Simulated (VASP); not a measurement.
# MoS2 in VASP: settings compared, part 2 of 2

VASP 6.6.1. Earlier steps stand in the parts before.

### Step 4. Phonons, LDA

This run uses another cell than the first one, of 27.88 Å³/atom, 0.983 times its volume.

POSCAR

```
MoS2
1.0
    3.1224823075     -0.0000000000      0.0000000000
   -1.5612411538      2.7041489968      0.0000000000
    0.0000000000      0.0000000000     39.6162960000
  S               Mo
     8     4
Direct
     0.3333333300000021    0.6666666699999979    0.2314260769855198
     0.3333333300000021    0.6666666699999979    0.3098693616360514
     0.6666666699999979    0.3333333300000021    0.3841960851568929
     0.6666666699999979    0.3333333300000021    0.4627121231159200
     0.3333333300000021    0.6666666699999979    0.5372878768840800
     0.3333333300000021    0.6666666699999979    0.6158039148431070
     0.6666666699999979    0.3333333300000021    0.6901306383639486
     0.6666666699999979    0.3333333300000021    0.7685739230144802
     0.6666666699999979    0.3333333300000021    0.2706090761414527
     0.3333333300000021    0.6666666699999979    0.4234544352803466
     0.6666666699999979    0.3333333300000021    0.5765455647196535
     0.3333333300000021    0.6666666699999979    0.7293909238585472
```

INCAR.step1

```
  ALGO = Normal
  EDIFF = 1E-8
  EDIFFG = -0.002
  ENCUT = 600
  GGA = CA
  IBRION = 2
  ISIF = 2
  ISMEAR = 0
  KPAR = 8
  LASPH = T
  LATTICE_CONSTRAINTS = .TRUE. .TRUE. .FALSE.
  LCHARG = F
  LREAL = F
  LWAVE = F
  NELM = 80
  NSW = 40
  PREC = Accurate
  SIGMA = 0.03
```

INCAR.step2

```
  ALGO = Normal
  EDIFF = 1E-8
  ENCUT = 600
  GGA = CA
  IBRION = 6
  ISIF = 2
  ISMEAR = 0
  KPAR = 8
  LASPH = T
  LATTICE_CONSTRAINTS = .TRUE. .TRUE. .FALSE.
  LCHARG = F
  LREAL = F
  LWAVE = F
  NELM = 80
  NFREE = 2
  NSW = 1
  POTIM = 0.015
  PREC = Accurate
  SIGMA = 0.03
```

KPOINTS

```
k-points
0
Gamma
  12 12 1
```

Potentials or basis: VASP PAW LDA potentials, release 64 (S, Mo_sv).

The run is started by

```
$ cat potpaw_LDA.64/S/POTCAR potpaw_LDA.64/Mo_sv/POTCAR > POTCAR
$ cp INCAR.step1 INCAR
$ mpirun -np 8 vasp_std > vasp.out
$ cp CONTCAR POSCAR
$ cp INCAR.step2 INCAR
$ mpirun -np 8 vasp_std > vasp.out
```

OUTCAR:

```text
EDIFF = 1E-8
   ENCUT = 600
   GGA = CA
   IBRION = 6
   ISIF = 2
   ISMEAR = 0
   LASPH = T
   LREAL = F
   NELM = 80
   NFREE = 2
   NSW = 1
   POTIM = 0.015
   PREC = Accurate

 ion  position               nearest neighbor table
   1  0.333  0.667  0.232-   9 2.38   9 2.38   9 2.38
   2  0.333  0.667  0.311-   9 2.38   9 2.38   9 2.38
   3  0.667  0.333  0.384-  10 2.38  10 2.38  10 2.38
   4  0.667  0.333  0.463-  10 2.38  10 2.38  10 2.38
   5  0.333  0.667  0.537-  11 2.38  11 2.38  11 2.38
   6  0.333  0.667  0.616-  11 2.38  11 2.38  11 2.38
   7  0.667  0.333  0.689-  12 2.38  12 2.38  12 2.38
   8  0.667  0.333  0.768-  12 2.38  12 2.38  12 2.38
   9  0.667  0.333  0.271-   1 2.38   1 2.38   1 2.38   2 2.38   2 2.38   2 2.38
  10  0.333  0.667  0.424-   3 2.38   3 2.38   3 2.38   4 2.38   4 2.38   4 2.38
  11  0.667  0.333  0.576-   6 2.38   6 2.38   6 2.38   5 2.38   5 2.38   5 2.38
  12  0.333  0.667  0.729-   8 2.38   8 2.38   8 2.38   7 2.38   7 2.38   7 2.38

  LATTYP: Found a hexagonal cell.
 ALAT       =     3.1224823075
 C/A-ratio  =    12.6874365004

  Lattice vectors:

 A1 = (   3.1224823075,   0.0000000000,   0.0000000000)
 A2 = (  -1.5612411538,   2.7041489968,   0.0000000000)
 A3 = (   0.0000000000,   0.0000000000,  39.6162960000)

Analysis of symmetry for initial positions (statically):
=====================================================================
 Subroutine PRICEL returns:
 Original cell was already a primitive cell.

 Routine SETGRP: Setting up the symmetry group for a
 hexagonal supercell.

 Subroutine GETGRP returns: Found 12 space group operations
 (whereof 12 operations were pure point group operations)
 out of a pool of 24 trial point group operations.

The static configuration has the point symmetry D_3d.

Analysis of symmetry for dynamics (positions and initial velocities):
=====================================================================
 Subroutine PRICEL returns:
 Original cell was already a primitive cell.

 Routine SETGRP: Setting up the symmetry group for a
 hexagonal supercell.

 Subroutine GETGRP returns: Found 12 space group operations
 (whereof 12 operations were pure point group operations)
 out of a pool of 24 trial point group operations.

The dynamic configuration has the point symmetry D_3d.

 Subroutine INISYM returns: Found 12 space group operations
 (whereof 12 operations are pure point group operations),
 and found     1 'primitive' translations

----------------------------------------------------------------------------------------

                                     Primitive cell

  volume of cell :     334.5064

  direct lattice vectors                    reciprocal lattice vectors
     3.122482307  0.000000000  0.000000000     0.320258020  0.184901054  0.000000000
    -1.561241154  2.704148997  0.000000000     0.000000000  0.369802108  0.000000000
[... 127 lines left out ...]
   IVDW    =     0    specifies the selected vdW correction
   LEPSILON=     F    determine dielectric tensor
   LRPA    =     F    only Hartree local field effects (RPA)
 finite differences with symmetry
 non-spin polarized calculation
 Gauss-broadening in eV      SIGMA  =   0.03
  energy-cutoff  :      600.00
  volume of cell :      334.51
 maximum number of plane-waves:     11191
 NGX is ok and might be reduce to    28
   NGX = 13   NGY = 13   NGZ =159

--------------------------------------- Ionic step        1  -------------------------------------------

 number of electron     104.0000000 magnetization

 Free energy of the ion-electron system (eV)
  ---------------------------------------------------
  ext. energy  EPLUGINS =         0.00000000
  ---------------------------------------------------
  free energy    TOTEN  =       -97.80710839 eV

  energy without entropy =      -97.80710839  energy(sigma->0) =      -97.80710839

------------------------ aborting loop because EDIFF is reached ----------------------------------------

  FORCE on cell =-STRESS in cart. coord.  units (eV):
  Direction    XX          YY          ZZ          XY          YZ          ZX
  --------------------------------------------------------------------------------------
  -------------------------------------------------------------------------------------
  Total        0.0381287      0.0381287     -0.0668128     -0.0000000      0.0000000     -0.0000000
  in kB        0.1826243      0.1826243     -0.3200115     -0.0000000      0.0000000     -0.0000000
  external PRESSURE =       0.0150790 kB  Pullay stress =       0.0000000 kB
[... 119 lines left out ...]
  FREE ENERGIE OF THE ION-ELECTRON SYSTEM (eV)
  ---------------------------------------------------
  free  energy   TOTEN  =       -97.8059408626 eV

  energy  without entropy=      -97.8059408626  energy(sigma->0) =      -97.80594086

[... ionic steps 4 to 22 ...]

--------------------------------------- Ionic step       23  -------------------------------------------

 number of electron     104.0000000 magnetization

------------------------ aborting loop because EDIFF is reached ----------------------------------------
[... 87 lines left out ...]
--------------------------------------- Ionic step       25  -------------------------------------------

 number of electron     104.0000000 magnetization

 Free energy of the ion-electron system (eV)
  ---------------------------------------------------
  ext. energy  EPLUGINS =         0.00000000
  ---------------------------------------------------
  free energy    TOTEN  =       -97.80352708 eV

  energy without entropy =      -97.80352708  energy(sigma->0) =      -97.80352708

 E-fermi :   3.0503     XC(G=0):  -7.2046

 val. band max:        2.7380273728   @ k =   0.0000   0.0000   0.0000
 cond. band min:       3.6219664188   @ k =   0.1667   0.1667   0.0000
 fundamental gap:      0.8839390461
 Fermi energy:         3.0502764967

 k-point     1 :       0.0000    0.0000    0.0000
  band No.  band energies     occupation
      1     -58.3824      2.00000
      2     -58.3769      2.00000
      3     -58.3666      2.00000
      4     -58.3465      2.00000
      5     -32.7755      2.00000
      6     -32.7711      2.00000
[... 1263 lines left out ...]
  FREE ENERGIE OF THE ION-ELECTRON SYSTEM (eV)
  ---------------------------------------------------
  free  energy   TOTEN  =       -97.8035270800 eV

  energy  without entropy=      -97.8035270800  energy(sigma->0) =      -97.80352708

 INTERNAL STRAIN TENSORS FROM DISPLACED ATOMS
 ============================================

 INTERNAL STRAIN TENSOR FOR ION    1 for displacements in x,y,z  (eV/Angst):
          X           Y           Z          XY          YZ          ZX
  --------------------------------------------------------------------------------
  x     0.00000    -0.00000    -0.00000    -3.63134    -0.00000    15.30621
  y    -3.63134     3.63134    -0.00000    -0.00000    15.30621    -0.00000
  z    11.00508    11.00508    30.89552    -0.00000     0.00000     0.00000
[... 8 lines left out ...]
 INTERNAL STRAIN TENSOR FOR ION   12 for displacements in x,y,z  (eV/Angst):
          X           Y           Z          XY          YZ          ZX
  --------------------------------------------------------------------------------
  x     0.00000    -0.00000    -0.00000    -7.13727     0.00000    -0.05557
  y    -7.13727     7.13727     0.00000    -0.00000    -0.05557     0.00000
  z     0.05857     0.05857    -0.31343    -0.00000     0.00000     0.00000

 Eigenvectors and eigenvalues of the dynamical matrix
   1 f  =   14.259813 THz    89.597045 2PiTHz  475.656150 cm-1    58.973820 meV
   2 f  =   14.256597 THz    89.576842 2PiTHz  475.548893 cm-1    58.960522 meV
   3 f  =   14.211978 THz    89.296492 2PiTHz  474.060563 cm-1    58.775992 meV
   4 f  =   14.182873 THz    89.113618 2PiTHz  473.089715 cm-1    58.655623 meV
   5 f  =   12.364085 THz    77.685839 2PiTHz  412.421492 cm-1    51.133725 meV
   6 f  =   12.332179 THz    77.485368 2PiTHz  411.357226 cm-1    51.001773 meV
[... 25 lines left out ...]
  32 f  =    0.392585 THz     2.466683 2PiTHz   13.095222 cm-1     1.623600 meV
  33 f  =    0.392585 THz     2.466683 2PiTHz   13.095222 cm-1     1.623600 meV
  34 f/i=    0.002248 THz     0.014127 2PiTHz    0.074999 cm-1     0.009299 meV
  35 f/i=    0.002574 THz     0.016170 2PiTHz    0.085844 cm-1     0.010643 meV
  36 f/i=    0.002574 THz     0.016170 2PiTHz    0.085844 cm-1     0.010643 meV

 ELASTIC MODULI CONTR FROM IONIC RELAXATION (kBar)
 Direction    XX          YY          ZZ          XY          YZ          ZX
 --------------------------------------------------------------------------------
 XX        -278.7230   -186.4630   -664.2270      0.0000      2.2933     -0.0000
 YY        -186.4630   -278.7230   -664.2270      0.0000     -2.2933      0.0000
 ZZ        -664.2270   -664.2270  -1940.0677      0.0000      0.0000      0.0000
 XY           0.0000      0.0000      0.0000    -46.1300      0.0000      2.2933
 YZ           2.2933     -2.2933      0.0000      0.0000   -946.6476      0.0000
 ZX          -0.0000      0.0000      0.0000      2.2933      0.0000   -946.6478
 --------------------------------------------------------------------------------
```

Wall time 1.8 h (8 MPI ranks of Intel Xeon Platinum 8488C (Sapphire Rapids), shared host); peak memory 2.2 GiB.

What came out:

```
Highest phonon frequency at Γ, LO-TO splitting left out : 476 cm⁻¹
```

Step by step:
```tsv
step	energy change (eV)	largest force (eV/Å)	pressure (GPa)	volume (Å³)
1	0.0000	0.0045	-0.03	334.51
2	0.0000	0.0029	-0.03	334.51
3	0.0000	0.0057	-0.03	334.51
4	0.0000	0.0051	-0.03	334.51
5	0.0000	0.0075	-0.03	334.51
6	0.0000	0.0190	-0.04	334.51
7	0.0000	0.0120	-0.03	334.51
8	0.0000	0.0120	-0.03	334.51
9	0.0000	0.0119	-0.03	334.51
10	0.0000	0.0117	-0.03	334.51
11	0.0000	0.0115	-0.03	334.51
12	0.0000	0.0108	-0.03	334.51
13	-0.0001	0.0097	-0.03	334.51
14	-0.0001	0.0073	-0.02	334.51
15	-0.0002	0.0026	-0.01	334.51
16	-0.0002	0.0070	0.01	334.51
17	-0.0002	0.0040	0.00	334.51
18	-0.0002	0.0215	0.00	334.51
19	-0.0002	0.0017	0.00	334.51
```

Phonon frequencies in cm⁻¹ (negative: imaginary):
```tsv
q point	frequencies
(0.000, 0.000, 0.000)	0 0 0 13 13 21 25 25 32 32 39 51 288 288 289 289 289 289 290 290 388 388 389 389 390 390 390 390 409 410 411 412 473 474 476 476
```

### Step 5. Band structure, PBE+D3(BJ)

INCAR

```
PREC = Accurate
ENCUT = 520
EDIFF = 1E-6
ISMEAR = 0
SIGMA = 0.03
LREAL = F
LASPH = T
NELM = 80
ALGO = Fast
ISIF = 2
LWAVE = F
LCHARG = F
LMAXMIX = 4
LDIPOL = T
IDIPOL = 3
DIPOL = 0.5 0.5 0.500
GGA = PE
IVDW = 12
NBANDS = 64
LVHAR = T
LVACPOTAV = T
LUSENCCL = F
```

KPOINTS

```
regular mesh
0
Gamma
  6 6 1
```

POSCAR

```
MoS2                                    
1.0
    3.1494756218      0.0000000000      0.0000000000
   -1.5747378109      2.7275258925      0.0000000000
    0.0000000000      0.0000000000     39.6162960000
  S               Mo            
     8     4
Direct
     0.3333333300000021    0.6666666699999979    0.2307795870191823
     0.3333333300000021    0.6666666699999979    0.3098883931019602
     0.6666666699999979    0.3333333300000021    0.3839422234963151
     0.6666666699999979    0.3333333300000021    0.4629799979031755
     0.3333333300000021    0.6666666699999979    0.5370200020968245
     0.3333333300000021    0.6666666699999979    0.6160577765036848
     0.6666666699999979    0.3333333300000021    0.6901116068980397
     0.6666666699999979    0.3333333300000021    0.7692204129808177
     0.6666666699999979    0.3333333300000021    0.2703524212614747
     0.3333333300000021    0.6666666699999979    0.4234609571507160
     0.6666666699999979    0.3333333300000021    0.5765390428492840
     0.3333333300000021    0.6666666699999979    0.7296475787385253
```

KPOINTS_OPT

```
explicit points
3
Reciprocal
 0.0000000000  0.0000000000  0.0000000000 1
 0.5000000000  0.0000000000  0.0000000000 1
 0.3333333300  0.3333333300  0.0000000000 1
```

Potentials or basis: VASP PAW PBE potentials, release 64 (S, Mo_sv).

The run is started by

```
$ cat potpaw_PBE.64/S/POTCAR potpaw_PBE.64/Mo_sv/POTCAR > POTCAR
$ mpirun -np 1 vasp_std > vasp.out
```

Wall time 3.7 min (1 × NVIDIA H100 80GB with 1 thread of AMD EPYC 7R13 (Zen 3), shared host); peak memory 1.5 GiB.

Results (log left out):

| Item | Value |
| --- | --- |
| Free energy | -92.0394 eV |
| Largest force | 0.006 eV/Å |
| Band gap on the k mesh | 0.95 eV, indirect (least direct gap 1.72 eV) |
| Band gap along the path | 1.15 eV, indirect (least direct gap 1.72 eV) |
| Dispersion energy per atom | -0.406 eV |
| Ionisation potential of the upper face | 5.25 eV |

Forces on the atoms (eV/Å):
```
S    0.000  0.000 -0.001
S    0.000  0.000  0.006
S    0.000  0.000 -0.003
S    0.000  0.000  0.004
S    0.000  0.000 -0.004
S    0.000  0.000  0.003
S    0.000  0.000 -0.006
S    0.000  0.000  0.001
Mo   0.000  0.000  0.003
Mo   0.000  0.000  0.001
Mo   0.000  0.000 -0.001
Mo   0.000  0.000 -0.003
```

Levels at points of the mesh, in eV from the valence-band top:
| k point | band 48 | band 49 | band 50 | band 51 | band 52 | band 53 | band 54 | band 55 | band 56 | band 57 |
| --- | --- | --- | --- | --- | --- | --- | --- | --- | --- | --- |
| (0.00, 0.00, 0.00) | -1.56 | -1.04 | -0.51 | -0.18 | 0.00 | 2.17 | 2.18 | 2.18 | 2.20 | 2.20 |
| (0.50, 0.00, 0.00) | -1.47 | -1.38 | -1.33 | -1.29 | -1.27 | 1.70 | 1.72 | 1.74 | 1.75 | 2.10 |

As with any semilocal functional, this PBE gap is likely too small.

### Step 6. Summary

```tsv
task	level	potentials or basis	spin	cell	k mesh	cutoff (eV)	dipole correction	by perturbation theory	gap on the mesh (eV)	largest force (eV/Å)
band structure	PBE+D3(BJ)	VASP PAW PBE potentials, release 64 (S, Mo_sv)	SOC, no magnetisation	P-3m1, 28.36 Å³/atom	12 × 12 × 1	520	yes	-	-	-
band structure	r2SCAN	VASP PAW PBE potentials, release 64 (S, Mo_sv)	off	P-3m1, 28.36 Å³/atom	12 × 12 × 1	520	yes	-	1.06	0.19
phonons	LDA	VASP PAW LDA potentials, release 64 (S, Mo_sv)	off	P-3m1, 27.88 Å³/atom	12 × 12 × 1	600	-	no	-	-
band structure	PBE+D3(BJ)	VASP PAW PBE potentials, release 64 (S, Mo_sv)	off	P-3m1, 28.36 Å³/atom	6 × 6 × 1	520	yes	-	0.95	0.01
```

Alike in all rows: smearing gaussian 0.03 eV.

Caveats: the PAW data sets were made with another functional, which shifts forces and pressure a little (some runs).

Total energies depend on the potentials used, so only differences within one code and one set of settings carry meaning.
